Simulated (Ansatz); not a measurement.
## Relaxing Lu in the fcc type

First guess:

```yaml
crystal:
  lattice:
    - [0.00000, 2.28121, 2.28121]
    - [2.28121, 0.00000, 2.28121]
    - [2.28121, 2.28121, 0.00000]
  atoms:
    - { symbol: Lu, position: [0.00000, 0.00000, 0.00000] }
```

Theory: DFT, PBE, PAW with Ansatz's default frozen-core files, scalar-relativistic (Ansatz 0.2.0).

Cell and atoms relax within the symmetry of the start on a 15×15×15 k mesh with 0.05 eV Fermi–Dirac smearing.

The start is built from a prototype, known or not as a phase of this compound; the cutoff is 420 eV.

Spin–orbit coupling is left out, though it moves levels of the heavy atoms by tenths of an eV or more.

Q: What is the pressure of the first guess?

A: 11.83 GPa.

Q: What does it relax to?

A: a = 4.874 Å, b = 4.874 Å, c = 4.874 Å, α = 90.00°, β = 90.00°, γ = 90.00° (conventional cell), 28.94 Å³ per atom:
```xyz
1
Lattice="0.0000 2.4369 2.4369 2.4369 0.0000 2.4369 2.4369 2.4369 0.0000" Properties=species:S:1:pos:R:3 pbc="T T T"
Lu    0.0000    0.0000    0.0000
```

Q: How much energy does the relaxation release?

A: 165 meV/atom.
